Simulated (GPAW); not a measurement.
# SnSe in GPAW: band structure with r2SCAN

Aim: the band structure of SnSe with r2SCAN.

Program: GPAW 26.7.0. These are calculated values, not measurements. Logs are shortened: lines on timing, memory, paths and dates and some standing lists are left out, and cuts for length are marked. The log counts tension as positive stress, the text compression.

## Step 1: The slab as given

The cell holds a slab with vacuum, 4 atoms: a = 4.285 Å, b = 4.285 Å, c = 10.991 Å, α = 90.00°, β = 90.00°, γ = 90.00°.

## Step 2: Band structure, r2SCAN

Contents of run.py:

```python
from ase import Atoms
from ase.dft.bandgap import bandgap
from ase.io import write
from ase.units import GPa
from gpaw import GPAW, PW

atoms = Atoms(['Sn', 'Sn', 'Se', 'Se'],
              cell=[[4.2853274191, 0.0, 0.0],
                    [0.0, 4.2853274191, 0.0],
                    [0.0, 0.0, 10.99069213]],
              scaled_positions=[[0.0, 0.5, 0.62777089],
                                [0.5, 0.0, 0.37222911],
                                [0.0, 0.5, 0.38396051],
                                [0.5, 0.0, 0.61603949]],
              pbc=True)

calc = GPAW(mode=PW(600),
            xc='MGGA_X_R2SCAN+MGGA_C_R2SCAN',
            kpts={'size': (5, 5, 2), 'gamma': True},
            occupations={'name': 'fermi-dirac', 'width': 0.05},
            nbands=33,
            convergence={'density': 1e-05, 'energy': 1e-05},
            maxiter=150,
            txt='gpaw.txt')
atoms.calc = calc
energy = atoms.get_potential_energy()
forces = atoms.get_forces()
stress = atoms.get_stress()
calc.write('gs.gpw')
write('result.traj', atoms)
print(f'Energy: {energy:.6f} eV')
print('Forces (eV/A):')
print(forces.round(4))
print('Stress (GPa):', (stress / GPa).round(3))
print('Fermi level:', round(calc.get_fermi_level(), 4), 'eV')
print(f'Gap: {bandgap(calc)[0]:.4f} eV, direct: {bandgap(calc, direct=True)[0]:.4f} eV')

path = atoms.cell.bandpath('GXMGZRAZ,XR,MA', npoints=60, eps=1e-4)
bs_calc = calc.fixed_density(kpts=path, symmetry='off', nbands=63,
                             convergence={'bands': 'CBM+6.0', 'eigenstates': 1e-6}, txt='bands.txt')
bs = bs_calc.band_structure()
bs.write('bs.json')
print(f'Gap on the path: {bandgap(bs_calc)[0]:.4f} eV')
```

Potentials or basis: GPAW PAW data sets (gpaw-data 1.2.1), pw.

The run is started by

```console
> OMP_NUM_THREADS=1 python run.py
```

gpaw.txt:

```text
__  _  _
 | _ |_)|_||  |
 |__||  | ||/\| - 26.7.0

Input parameters:
  mode=PW(ecut=600.0),
  convergence={'density': 1e-05, 'energy': 1e-05},
  kpts=MonkhorstPack(size=(5, 5, 2), gamma=True),
  maxiter=150,
  nbands=33,
  occupations=Occupations(name='fermi-dirac', width=0.05),
  xc=XC(name='MGGA_X_R2SCAN+MGGA_C_R2SCAN')

Diagonalizing LCAO Hamiltonian
Converting LCAO to pw mode
    .----------.
   /|          |
  / |          |
 *  |          |
 |  |          |
 |  |          |
 |  |          |
 | Sn          |
 |  |  Se      |
 |  |          |
 | Se          |
 |  |          |
 |  |  Sn      |
 |  |          |
 |  .----------.
 | /          /
 |/          /
 *----------*

Atoms  # Å, Bohr magnetons
|   | symbol |        x |        y |        z |    initial magnetic moments |
|---|--------|----------|----------|----------|-----------------------------|
| 0 |     Sn | 0.000000 | 2.142664 | 6.899637 | ( 0.0000,  0.0000,  0.0000) |
| 1 |     Sn | 2.142664 | 0.000000 | 4.091056 | ( 0.0000,  0.0000,  0.0000) |
| 2 |     Se | 0.000000 | 2.142664 | 4.219992 | ( 0.0000,  0.0000,  0.0000) |
| 3 |     Se | 2.142664 | 0.000000 | 6.770700 | ( 0.0000,  0.0000,  0.0000) |

Unit cell  # Å
| periodic |        x |        y |         z |   lengths |    angles |
|----------|----------|----------|-----------|-----------|-----------|
|      yes | 4.285327 | 0.000000 |  0.000000 |  4.285327 | 90.000000 |
|      yes | 0.000000 | 4.285327 |  0.000000 |  4.285327 | 90.000000 |
|      yes | 0.000000 | 0.000000 | 10.990692 | 10.990692 | 90.000000 |

Number of symmetries: 8
Symmetry operations  # r_c * U_cc + t_c -> r_c
|   | kind |            matrix            |
|---|------|------------------------------|
| 0 |  E   |  1, 0, 0,  0, 1, 0,  0, 0, 1 |
| 1 |  σ   |  1, 0, 0,  0,-1, 0,  0, 0, 1 |
| 2 |  C2  |  0, 1, 0,  1, 0, 0,  0, 0,-1 |
| 3 |  S4  |  0, 1, 0, -1, 0, 0,  0, 0,-1 |
| 4 |  S4  |  0,-1, 0,  1, 0, 0,  0, 0,-1 |
| 5 |  C2  |  0,-1, 0, -1, 0, 0,  0, 0,-1 |
| 6 |  σ   | -1, 0, 0,  0, 1, 0,  0, 0, 1 |
| 7 |  C2  | -1, 0, 0,  0,-1, 0,  0, 0, 1 |

BZ-sampling:
  Number of BZ points: 50
  Number of IBZ points: 12

  Monkhorst-Pack size: [5, 5, 2]
  Monkhorst-Pack shift: [0.0, 0.0, 0.25]

K-points  # in reciprocal-cell coordinates
|     |                                coordinates |     weight |
|-----|--------------------------------------------|------------|
|   0 | (  0.00000000,   0.00000000,   0.00000000) | 0.02000000 |
|   1 | (  0.00000000,   0.00000000,   0.50000000) | 0.02000000 |
|   2 | (  0.20000000,   0.00000000,   0.00000000) | 0.08000000 |
|   3 | (  0.20000000,   0.00000000,   0.50000000) | 0.08000000 |
|   4 | (  0.20000000,   0.20000000,   0.00000000) | 0.08000000 |
|   5 | (  0.20000000,   0.20000000,   0.50000000) | 0.08000000 |
|   6 | (  0.40000000,   0.00000000,   0.00000000) | 0.08000000 |
|   7 | (  0.40000000,   0.00000000,   0.50000000) | 0.08000000 |
|   8 | (  0.40000000,   0.20000000,   0.00000000) | 0.16000000 |
|   9 | (  0.40000000,   0.20000000,   0.50000000) | 0.16000000 |
| ... |                                            |            |
|  11 | (  0.40000000,   0.40000000,   0.50000000) | 0.08000000 |

Plane wave coefficients: 6764
Cutoff: 600.0 eV

Spin-components: 1 (collinear spins)
Bands:           33
Projectors:      22
Spin-degeneracy: 2
Datatype:        complex128

Parallelization:
  kpt:    1
  domain: 1
  band:   1

Density:
  Valence electrons: 40.0
  Components: 1
  Grid points: [25 25 63]
  Charge: 0.0  # |e|

Potential:
  Grid points: [25 25 63]

species:
  Sn:
    name:    Tin
    Z:       50.0
    valence: 14
    core:    36
    charge:  0.0  # [|e|]
    compensation charges:
      type: gauss
      rc: 0.38  # [Å]
      lmax: 2
    cutoffs:
      filter: 2.23  # [Å]
      core: 2.35  # [Å]
    projectors
    | kind |    occ | energy [eV] | rcut [Å] |
    |------|--------|-------------|----------|
    |   5s |  2.000 |     -10.538 |    1.201 |
    |   5p |  2.000 |      -3.696 |    1.270 |
    |   4d | 10.000 |     -25.845 |    1.185 |
    |    s |        |      16.674 |    1.201 |
    |    p |        |      23.515 |    1.270 |
    |    d |        |       1.367 |    1.185 |

    Using partial waves for Sn as LCAO basis

  Se:
    name:    Selenium
    Z:       34.0
    valence: 6
    core:    28
    charge:  0.0  # [|e|]
    compensation charges:
      type: gauss
      rc: 0.27  # [Å]
      lmax: 2
    cutoffs:
      filter: 1.77  # [Å]
      core: 2.67  # [Å]
    projectors
    | kind |    occ | energy [eV] | rcut [Å] |
    |------|--------|-------------|----------|
    |   4s |  2.000 |     -17.277 |    0.847 |
    |   4p |  4.000 |      -6.512 |    1.005 |
    |    s |        |       9.935 |    0.847 |
    |    p |        |      20.699 |    1.005 |
    |    d |        |       0.000 |    0.847 |

    Using partial waves for Se as LCAO basis

Reference energy: -468228.450875  # eV

eigensolver:
  PPCG
  Converge bands: occupied
  niter=2

density mixing:
  MSR1-Mixer
  Pratt-step length: 0.05
  Maximum mixing coefficient: 0.75
  Old densities: 10
  SVD Regularization: 0.005
  Good broyden scale: 1.0
  Trust region scale: 1.0
  Backstep threshold: 4.0
  History deletion threshold: 6.0
  Fourier metric: weight=20.0, sigma=0.015

occupation numbers:
  Fermi-Dirac:
    width: 0.0500  # eV

poisson solver:
  ecut: 4800.0  # eV

xc functional:
  name: MGGA_X_R2SCAN+MGGA_C_R2SCAN with 2 nearest neighbor stencil

convergence criteria:
[... 6 lines left out ...]
|iter     | |      energy | eigst |  dens |
|---------|-|-------------|-------|-------|
|iter:   1| |  -69.879321 | -0.02 |       |
|iter:   2| |  -64.348961 | -1.12 | -1.26 |
|iter:   3| |  -64.669266 | -0.75 | -1.26 |
|iter:   4| |  -64.152232 | -1.18 | -1.10 |
|iter:   5| |  -64.145423 | -2.48 | -1.80 |
|iter:   6| |  -64.150744 | -2.98 | -2.03 |
|iter:   7| |  -64.151535 | -4.16 | -2.79 |
|iter:   8| |  -64.151577 | -5.19 | -3.41 |
|iter:   9| |  -64.151579c| -6.26 | -4.02 |
|iter:  10| |  -64.151580c| -7.08 | -4.38 |
|iter:  11| |  -64.151580c| -7.88c| -4.97 |
|iter:  12| |  -64.151580c| -8.37c| -5.73c|

Converged in 12 steps
Energy contributions relative to reference atoms: (reference = -468228.450875)

Energy contributions:
  Kinetic:          30.796276
  Coulomb:         -30.317400
  Zero:             -0.457220
  External:          0.000000
  Xc:              -64.173234
  Entropy:          -0.000003
  Spinorbit:         0.000000
  ----------------------------
  Free energy:     -64.151581
  Extrapolated:    -64.151580

dipole moment: (-30.202300, -30.202300, 0.000094)  # |e|*Ang

Fermi level: 1.549
Eigenvalues  # (at kpt = [0.000, 0.000, 0.000])
| band index |      eig [eV] | occ [0-2] |
|------------|---------------|-----------|
|          0 |       -21.091 |     2.000 |
|        ... |               |           |
|         12 |        -5.606 |     2.000 |
|         13 |        -4.195 |     2.000 |
|         14 |        -2.792 |     2.000 |
|         15 |        -2.464 |     2.000 |
|         16 |        -2.464 |     2.000 |
|         17 |        -1.103 |     2.000 |
[... 8 lines left out ...]
|         26 |         6.873 |     0.000 |
|         27 |         6.873 |     0.000 |
|        ... |               |           |
|         32 |         9.895 |     0.000 |

Gap: 1.178 eV
Transition (v -> c):
  (s=0, k=7, n=19, [0.40, 0.00, 0.50]) -> (s=0, k=7, n=20, [0.40, 0.00, 0.50])
No difference between direct/indirect transitions

Forces  # eV/Ang
|       x |       y |        z |
|---------|---------|----------|
| 0.00000 | 0.00000 |  0.01690 |  # Sn   0
| 0.00000 | 0.00000 | -0.01690 |  # Sn   1
| 0.00000 | 0.00000 |  0.02808 |  # Se   2
| 0.00000 | 0.00000 | -0.02808 |  # Se   3

Stress tensor  # eV/Ang^3
|         x |         y |        z |
|-----------|-----------|----------|
| -0.000319 |  0.000000 | 0.000000 |
|  0.000000 | -0.000319 | 0.000000 |
|  0.000000 |  0.000000 | 0.000312 |

# Writing to gs.gpw (mode='')
```

Wall time 13 min (1 thread of Arm Neoverse V2, shared host); peak memory 0.93 GiB.

What came out:

```
Free energy             : -64.1516 eV
Largest force           : 0.028 eV/Å
Band gap on the k mesh  : 1.18 eV, direct
Band gap along the path : 1.23 eV, direct
```

Forces in eV/Å, atoms in the order of the input:
```
Sn   0.000  0.000  0.017
Sn   0.000  0.000 -0.017
Se   0.000  0.000  0.028
Se   0.000  0.000 -0.028
```

Levels at the corners of the path, in eV from the valence-band top:
```
point  band 17  band 18  band 19  band 20  band 21  band 22  band 23  band 24
    Γ    -3.39    -2.03    -2.03    -0.51     1.69     4.00     4.01     4.55
    X    -1.85    -1.85    -0.34    -0.34     1.62     1.62     2.10     2.10
    M    -3.54    -3.54    -1.99    -1.99     3.80     3.80     4.97     4.97
    Γ    -3.39    -2.03    -2.03    -0.51     1.69     4.00     4.01     4.55
    Z    -3.39    -2.03    -2.03    -0.51     1.56     4.01     4.55     4.55
    R    -1.85    -1.85    -0.35    -0.35     1.62     1.62     2.10     2.10
    A    -3.54    -3.54    -1.98    -1.98     3.77     3.77     5.03     5.03
    Z    -3.39    -2.03    -2.03    -0.51     1.56     4.01     4.55     4.55
    X    -1.85    -1.85    -0.34    -0.34     1.62     1.62     2.10     2.10
    R    -1.85    -1.85    -0.35    -0.35     1.62     1.62     2.10     2.10
    M    -3.54    -3.54    -1.99    -1.99     3.80     3.80     4.97     4.97
    A    -3.54    -3.54    -1.98    -1.98     3.77     3.77     5.03     5.03
```

Caveat: the PAW data sets were made with another functional, which shifts forces and pressure a little; spin-orbit coupling is left out, which moves the levels of the heavy elements.
